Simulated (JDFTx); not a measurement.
Crystal: GaP.

```
Ga P
1.0
     0.00000    2.72525    2.72525
     2.72525    0.00000    2.72525
     2.72525    2.72525    0.00000
Ga P
1 1
Direct
  0.00000 0.00000 0.00000
  0.75000 0.75000 0.75000
```

Base run:

```yaml
Program: JDFTx 1.7.0 (patched build)
Functional: r2SCAN
Potentials_or_basis: SG15-PBE-1.2
Cutoff: 1088 eV
Density_cutoff: 8708 eV
k_mesh: 8 × 8 × 8
Occupations: fermi-dirac, width 0.05 eV
Spin: no spin polarisation
```

Its results: band gap on the k mesh 1.85 eV, indirect (least direct gap 2.01 eV); pressure -1.6 GPa.

Q: The run is repeated on the same cell with these changes: functional from r2SCAN to PBEsol; potentials or basis from SG15-PBE-1.2 to PseudoDojo-SR-PBEsol-0.4.1-standard. What comes out?

A: Band gap on the k mesh 1.52 eV, indirect (least direct gap 1.74 eV); pressure -0.5 GPa.

Caveats: the potentials were made for another functional, which shifts forces and pressure (some runs); the empty levels aren't tightly converged (some runs).

A k mesh can miss the band edges.
